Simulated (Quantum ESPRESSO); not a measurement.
A run of Quantum ESPRESSO 7.5:

The input pw.in:

```
&CONTROL
  calculation = 'scf'
  prefix = 'pwscf'
  outdir = './tmp'
  pseudo_dir = './pseudo'
  tprnfor = .true.
  tstress = .true.
  disk_io = 'low'
/
&SYSTEM
  ibrav = 0
  nat = 2
  ntyp = 2
  ecutwfc = 45
  ecutrho = 360
  nbnd = 20
  occupations = 'smearing'
  smearing = 'fd'
  degauss = 0.00367493
  nspin = 2
  starting_magnetization(1) = 0.2667
  starting_magnetization(2) = 0
/
&ELECTRONS
  conv_thr = 4d-10
  electron_maxstep = 120
  mixing_beta = 0.3
/
ATOMIC_SPECIES
Mn    54.9380 mn_pbesol_v1.5.uspp.F.UPF
O     15.9990 o_pbesol_v1.2.uspp.F.UPF
CELL_PARAMETERS angstrom
   0.0000000000    2.2239077028    2.2239077028
   2.2239077028    0.0000000000    2.2239077028
   2.2239077028    2.2239077028    0.0000000000
ATOMIC_POSITIONS angstrom
Mn     0.0000000000    0.0000000000    0.0000000000
O      2.2239077028    2.2239077028    2.2239077028
K_POINTS automatic
8 8 8 0 0 0
HUBBARD {ortho-atomic}
U Mn-3d 4.0
```

Contents of scf2.in:

```
&CONTROL
  calculation = 'scf'
  prefix = 'pwscf'
  outdir = './tmp'
  pseudo_dir = './pseudo'
  tprnfor = .true.
  tstress = .true.
  disk_io = 'low'
/
&SYSTEM
  ibrav = 0
  nat = 2
  ntyp = 2
  ecutwfc = 45
  ecutrho = 360
  nbnd = 20
  occupations = 'smearing'
  smearing = 'fd'
  degauss = 0.00367493
  nspin = 2
  starting_magnetization(1) = 0.2667
  starting_magnetization(2) = 0
/
&ELECTRONS
  conv_thr = 1d-13
  electron_maxstep = 120
  mixing_beta = 0.3
  startingpot = 'file'
  startingwfc = 'file'
/
ATOMIC_SPECIES
Mn    54.9380 mn_pbesol_v1.5.uspp.F.UPF
O     15.9990 o_pbesol_v1.2.uspp.F.UPF
CELL_PARAMETERS angstrom
   0.0000000000    2.2239077028    2.2239077028
   2.2239077028    0.0000000000    2.2239077028
   2.2239077028    2.2239077028    0.0000000000
ATOMIC_POSITIONS angstrom
Mn     0.0000000000    0.0000000000    0.0000000000
O      2.2239077028    2.2239077028    2.2239077028
K_POINTS automatic
8 8 8 0 0 0
HUBBARD {ortho-atomic}
U Mn-3d 4.0
```

hp.in

```
&INPUTHP
  prefix = 'pwscf'
  outdir = './tmp'
  nq1 = 2
  nq2 = 2
  nq3 = 2
  conv_thr_chi = 1d-06
  niter_max = 80
  iverbosity = 1
  alpha_mix(1) = 0.15
/
```

Potentials or basis: GBRV 1.5 PBEsol.

Run with:

```console
$ OMP_NUM_THREADS=1 mpirun -n 4 pw.x -nk 4 -in pw.in > pw.out
$ OMP_NUM_THREADS=1 mpirun -n 4 pw.x -nk 4 -in scf2.in > scf2.out
$ OMP_NUM_THREADS=1 mpirun -n 4 hp.x -nk 4 -in hp.in > hp.out
```

Hardware: 4 MPI ranks on Intel(R) Xeon(R) Platinum 8375C CPU @ 2.90GHz (Ice Lake) (shared host).

Question: Estimate the wall time of this run.

Answer: Run time: 90 s on 4 MPI ranks on Intel(R) Xeon(R) Platinum 8375C CPU @ 2.90GHz (Ice Lake), on a shared host, peak memory 0.4 GiB a rank. Counts: scf iterations 15, k pools 4, bands 20, k points 29, g dense 17153.
